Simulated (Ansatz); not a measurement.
A single-point run of Ansatz (plane waves, PAW) on CaO (rocksalt), with the lines that name the functional removed. The cell was relaxed with r2SCAN and then strained (xy shear, engineering strain (angle) -2.0 %), with the atoms relaxed again with r2SCAN; k points keep the names of the unstrained zone.

```
CELL_PARAMETERS angstrom
-0.02398 2.39755 2.39755
2.39755 -0.02398 2.39755
2.37357 2.37357 0.00000
ATOMIC_POSITIONS crystal
Ca 0.00000 0.00000 0.00000
O 0.50000 0.50000 0.50000
```

```
Crystal: 2 atoms, lattice volume = 27.561 Å³
Basis set: ecut = 420 eV, 537 PW (Γ)
Bands: 12, of which v1, the nominal top of the filled ones, is band 8 counted from 1 (7 counted from 0)
Symmetry: 8 space group operations
Space group: Immm (ITA 71)
k-points: 46 of 216
hybrid outer 1: dexx = +7.812e-3 eV, tail = 1.71e-5 eV
hybrid outer 2: dexx = +2.595e-7 eV, tail = 5.46e-9 eV, Δε = 2.37e-3 eV
NSCF: frozen V_eff on 7 k-points
hybrid SCF converged: 2 outer / 10 inner (+2 warm-up)
Free energy (F): -2388.304157 eV
Fermi energy:    6.742821 eV
--- Per-component energies (eV) ---
  E_band       = -131.573137
  E_kinetic    = 457.384658
  E_local      = -886.800543
  E_nonlocal   = 109.981829
  E_hartree    = 294.520541
  E_xc         = -170.681648
  E_vxc        = -213.017444
  E_exx        = -48.334508
  E_paw        = -1011.548997
  E_vpaw       = -91.496122
  E_ewald      = -1132.648996
  E_core_change = -0.178885
--- Stress (GPa, compression-positive) ---
        0.229625       1.623837       0.000000
        1.623837       0.229625       0.000000
        0.000000       0.000000       0.186220
  P = ⅓ Tr σ = 0.2152 GPa (2.152 kbar)
--- Band table (eV; the first three rows and the last of 46) ---
  k-point 0: bands = […, -12.7443, -12.7424, -10.3282, 6.6743, 6.7068, 6.7428, 13.0110, 14.8061, 14.9178, 15.0309]
  k-point 1: bands = […, -12.7587, -12.7578, -9.8732, 5.8392, 6.3026, 6.3560, 14.1622, 14.8904, 15.3267, 15.4780]
  k-point 2: bands = […, -12.7883, -12.7818, -9.1951, 4.4721, 5.6579, 5.7260, 15.1511, 16.2039, 16.5523, 16.7159]
  k-point 45: bands = […, -12.9980, -12.9787, -10.0709, 5.2666, 6.2388, 6.3369, 12.0177, 16.9073, 17.8798, 18.6693]
```

The file bands.tsv (bands near the Fermi energy, numbered from 0, rounded):
```tsv
# k_distance	band_3	band_4	band_5	band_6	band_7	band_8	band_9	band_10	band_11
# fermi_ev = 6.742821
# [0, 0, 0] at k_distance = 0.000000
# [0.5, 0, 0.5] at k_distance = 1.310531
# [0.625, 0.25, 0.625] at k_distance = 1.773839
# [0.375, 0.375, 0.75] at k_distance = 2.570984
# [0.5, 0.5, 0.5] at k_distance = 3.376108
# [0.5, 0.25, 0.75] at k_distance = 4.302724
# [0.5, 0.5, 0] at k_distance = 6.277107
# levels_relative_to = fermi_ev
0.000	-19.485	-17.071	-0.068	-0.036	0.000	6.268	8.063	8.175	8.288
1.311	-19.730	-16.813	-1.477	-0.456	-0.456	5.275	10.158	11.129	11.935
1.774	-19.661	-16.350	-1.463	-1.356	-0.876	6.878	10.050	10.750	11.370
2.571	-19.667	-16.354	-1.448	-1.351	-0.937	6.935	9.991	10.782	11.369
3.376	-19.536	-15.654	-2.849	-1.371	-1.296	9.059	10.083	10.561	10.714
4.303	-19.934	-16.324	-1.417	-1.178	-1.177	8.180	8.180	10.575	11.944
6.277	-19.722	-16.814	-1.476	-0.504	-0.406	5.275	10.164	11.137	11.926
```
In order the rows are Γ, X, U, K, L, W, X.

Q: Which functional gave these numbers?
A. PBE0
B. HSE06
C. Hartree-Fock
D. DDH-PBE0

A: B. HSE06. The exchange loop and the term E_exx show exact exchange. HSE06 gives an indirect gap of 5.27 eV, from Γ to X; the least direct gap is 5.68 eV at X. Among hybrids the size of the gap and of E_exx follows the share and range of exact exchange. The stress of a hybrid is loosely converged here. Within one family of functionals the choice rests on the size of the gap and stress, not on a line of the log.

Command: `ansatz run input.yaml --threads 2 --pin off --max-ram 2211MiB --backend cpu --events-out ev --progress --plain --runs-dir out`.

Spin-unpolarised throughout; all numbers are computed.

The meshes of the hybrids are coarse, so their gaps aren't converged to the digits shown.
